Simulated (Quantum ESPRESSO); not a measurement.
B2W (P6/mmm), B K edge of atom 2, with 3 B at 1.74 Å (trigonal planar, site symmetry -6m2). Method: Quantum ESPRESSO XSpectra, PBE, excited-electron core hole (neutral cell), 18-atom cell with 5.2 Å between holes, 7×7×5 k points, dipole transitions, Lorentzian half width 0.3 eV up to 4 eV, rising linearly to 2.5 eV at 25 eV, without spin-orbit coupling.

```xyz
3
Lattice="3.0200 0.0000 0.0000 -1.5100 2.6154 0.0000 0.0000 0.0000 3.0500" Properties=species:S:1:pos:R:3 pbc="T T T"
W     0.0000    0.0000    0.0000
B     1.5100    0.8718    1.5250
B     0.0000    1.7436    1.5250
```

Energy from the energy zero of the input (xe0, at the border of filled and empty states); a common scale on which the isotropic spectrum has a mean of 1 over the first 20 eV.

```
E (eV)  curve 1  curve 2
  -2.0     0.05     0.04
  -1.4     0.07     0.06
  -0.8     0.12     0.10
  -0.2     0.30     0.28
   0.4     0.74     0.77
   1.0     1.00     0.92
   1.6     1.08     1.01
   2.2     1.14     0.95
   2.8     1.53     0.80
   3.4     2.07     0.68
   4.0     1.86     0.68
   4.6     2.01     0.97
   5.2     1.87     1.05
   5.8     1.57     1.06
   6.4     1.30     1.16
   7.0     1.17     1.40
   7.6     1.05     1.68
   8.2     0.94     1.87
   8.8     0.86     1.83
   9.4     0.80     1.71
  10.0     0.74     1.57
  10.6     0.71     1.42
  11.2     0.69     1.30
  11.8     0.69     1.22
  12.4     0.72     1.15
  13.0     0.75     1.07
  13.6     0.76     1.00
  14.2     0.78     0.96
  14.8     0.77     0.93
  15.4     0.73     0.89
  16.0     0.66     0.79
  16.6     0.58     0.69
  17.2     0.51     0.60
  17.8     0.46     0.52
  18.4     0.42     0.47
  19.0     0.41     0.43
  19.6     0.41     0.41
  20.2     0.43     0.41
  20.8     0.46     0.41
  21.4     0.51     0.43
  22.0     0.56     0.45
  22.6     0.61     0.47
  23.2     0.64     0.50
  23.8     0.67     0.53
  24.4     0.69     0.56
  25.0     0.69     0.59
  25.6     0.69     0.61
  26.2     0.68     0.62
  26.8     0.66     0.62
  27.4     0.64     0.61
  28.0     0.62     0.59
  28.6     0.60     0.57
  29.2     0.58     0.54
  29.8     0.57     0.51
  30.4     0.56     0.49
  31.0     0.56     0.48
  31.6     0.56     0.47
```

Question: The curves are for the electric vector along different Cartesian axes of the cell as given, averaged over the symmetry-equivalent atoms. Which is which?

Curve 1: along z (c), main maxima 1.2 eV (1.15), 3.5 eV (2.10) and 4.6 eV (2.03). Curve 2: along x (⊥ c) (the other in-plane axis gives the same curve within 3 %), main maxima 1.7 eV (1.03) and 8.4 eV (1.88). A K edge sees empty p states on the absorber. Each direction probes the empty orbitals that point along it. The holes are only 5.2 Å apart, so the shape is probably not converged with cell size; no larger cell was run here. Lifetime broadening is put in by hand, and intensities beyond about 20 eV depend on it and on the partial waves; weight that the partial waves miss at high energy is lost.

[Banner, clock and machine lines of the logs are left out without a mark of their own.]

[Logs are printed without paths, hosts, clocks, repeated set-up lines and the standing remarks that a program may print on its own settings, such as how far it seeks lower states.]

[Hosts, paths, dates, database ids (printed as entryN), source tags and the programs' standing remarks are cut or masked in the printed files.]

[Lists of maxima count a maximum above −3 eV only where it reaches 4 % of the highest in the window and stands out from its surroundings by 2 % of it (1.5 % where it reaches 55 %); shoulders and weaker maxima are passed over, and of the rest the first, up to two pre-edge ones and the few strongest are named.]
